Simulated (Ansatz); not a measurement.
The geometry is COD entry 9005930, unchecked; take it as a test cell. The listed cell was then made from it by scaling, straining or moving an atom.

An input for MnS: DFT, PBE, PAW with Ansatz's default frozen-core files, scalar-relativistic (Ansatz 0.2.0).

```yaml
crystal:
  lattice:
    - [0.0, 2.6634835954, 2.6634835954]
    - [2.6634835954, 0.0, 2.6634835954]
    - [2.6634835954, 2.6634835954, 0.0]
  atoms:
    - { symbol: Mn, position: [0.0, 0.0, 0.0], spin: 4.0 }
    - { symbol: S, position: [0.5, 0.5, 0.5] }
magnetization:
  spin_polarized: true
kpoints:
  mp_grid: { grid: [12, 12, 12] }
scf:
  occupations: { method: fermi_dirac, width: 0.05 }
hamiltonian:
  xc: pbe
  pseudopotentials: { kind: paw }
output:
  forces: true
  stress: true
  eigenvalues: true
  efg: { contact_densities: true }
```

The results part of the log:

```
SCF 1 converged in 11 iterations: F = -4801.757609 eV  dr2 = 1.17e-8
  greatest PAW one-centre occupation: 1.003 electrons in one spin orbital (limit 2), on the Mn atom at site 0 (counted from 0), in its partial waves of l = 1
SCF converged after 11 iterations
Magnetization: 4.8536 μB (12.9268 up, 8.0732 down)
Absolute magnetization: 4.8536 μB (∫|ρ↑−ρ↓|, with the PAW one-centre terms)
Spin contamination: 0.0224 ħ² per cell (⟨S²⟩ above its minimum at these occupations)
Per-site moments (μB) at R_I (Å): [(4.345067093303808, 1.0986869831025001), (0.16087975054973994, 1.0986869831025001)]
Free energy (F): -4801.757609 eV
Harris-Foulkes:  -4801.757609 eV  (|F-HF|=5.74e-9)
Internal energy: -4801.752443 eV  (E = F + TS)
E sigma→0 (E₀):  -4801.755026 eV
Entropy (-TS):   -0.005166 eV (-2.583 meV/atom)
Fermi energy:    9.346594 eV
--- Per-component energies (eV) ---
  E_band       = -316.085186
  E_kinetic    = 403.895136
  E_local      = -2520.937728  (includes V_loc(G=0)·N_el)
  E_nonlocal   = 281.476392
  E_hartree    = 1031.291952
  E_xc         = -207.086193
  E_vxc        = -227.957192  (∫ρ·V_xc dr)
  E_paw        = -1907.910014  (= ΣΔE_a)
  E_vpaw       = -315.148115  (= ΣTr[D̂ρ^β])
  E_aug_tail   = -0.000008  (compensation charges beyond the density's cutoff)
  E_ewald      = -1882.481979
  E_smearing   = -0.005166  (= −TS)
  E_closure    = 0.000000  (closes the sum)
  Σ components = -4801.757609   (vs F -4801.757609, Δ=0.00e0)
--- Forces (eV/Å), atoms counted from 1 ---
  atom   1  Mn    -0.00000000     0.00000000     0.00000000
  atom   2  S      0.00000000    -0.00000000     0.00000000
  max |Σ_I F_I| component: 4.27e-30 eV/Å
--- Stress (GPa, compression-positive) ---
       -5.859124       0.000000      -0.000000
        0.000000      -5.859124      -0.000000
        0.000000      -0.000000      -5.859124
  P = ⅓ Tr σ = -5.8591 GPa (-58.591 kbar)
--- PAW observables at the nuclei: V_zz in 10²¹ V/m², potentials from the cell's mean, atoms counted from 1 ---
  atom   1  Mn V_zz =    +0.000000   η = 0.0000   by run symmetry: forbidden
            electrostatic potential = -3027.778918 V   contact ρ = 87780.978495 e/Å³   contact ρ_s (e/Å³): all electrons -1.111329, valence +7.961475
  atom   2  S  V_zz =    +0.000000   η = 0.0000   by run symmetry: forbidden
            electrostatic potential = -1634.485159 V   contact ρ = 19767.107365 e/Å³   contact ρ_s (e/Å³): all electrons +2.932113, valence +2.933783
--- Band table (eV; the first three rows and the last of 144) ---
  k-point 0 ↑: bands = ["-72.6421", "-41.3878", "-41.3878", "-41.3878", "-4.7791", "5.9941", "5.9941", "5.9941", "6.0897", "6.0897", "7.5724", "7.5724", "7.5724", "10.5898", "17.7390", "17.7390", "17.7390"]
  k-point 1 ↑: bands = ["-72.6420", "-41.3882", "-41.3879", "-41.3879", "-4.7159", "5.8759", "5.8949", "5.8949", "6.0397", "6.0397", "7.1951", "7.7777", "7.7777", "11.0806", "17.1294", "17.7126", "17.7126"]
  k-point 2 ↑: bands = ["-72.6420", "-41.3893", "-41.3881", "-41.3881", "-4.5345", "5.3346", "5.5497", "5.5497", "6.1081", "6.1081", "6.7578", "8.2133", "8.2133", "11.9795", "16.2819", "17.2307", "17.2307"]
  k-point 71 ↓: bands = ["-67.8926", "-36.7306", "-36.7306", "-36.7286", "-3.1526", "4.9643", "4.9643", "5.4992", "10.4399", "10.4399", "10.6061", "10.8215", "10.9054", "14.6954", "16.7698", "16.9935", "16.9935"]
```
